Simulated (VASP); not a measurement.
Runs of VASP 6.6.1 on Al. Symmetry: Im-3m, No. 229, cubic system. Conventional cell: a = 3.211 Å, b = 3.211 Å, c = 3.211 Å, α = 90.00°, β = 90.00°, γ = 90.00°. Al (site symmetry m-3m) has 8 Al at 2.78 Å as nearest neighbours. The cell was built by a generator and needn't be a form met in nature.

```tsv
task	cell	k mesh	cutoff (eV)	mesh quality	gap on the mesh (eV)	pressure (GPa)	relaxed volume (Å³/atom)
single point	the structure that the rattled omega type (P6/mmm, No. 191) fell into	8 × 8 × 8	520	coarse	none	0.4	-
single point	R-3m, 16.55 Å³/atom	9 × 9 × 9	520	not flagged	none	0.2	-
single point	Im-3m, 16.58 Å³/atom	24 × 24 × 24	520	not flagged	none	0.1	-
relaxation of cell and atoms	relaxed	9 × 9 × 9	600	not flagged	none	0.1	(a)
relaxation of cell and atoms	relaxed	24 × 24 × 24	600	not flagged	none	0.0	16.59
```

Alike in all rows: level PBEsol; potentials or basis VASP PAW PBE potentials, release 64 (Al); no spin polarisation; smearing gaussian 0.1 eV.

Question: Fill in the values left out.

Answer: (a) 16.56.

Caveats: some runs use coarse meshes; the PAW data sets were made with another functional, which shifts forces and pressure a little.

A gap of «none» marks a metal or a gap under the smearing width.
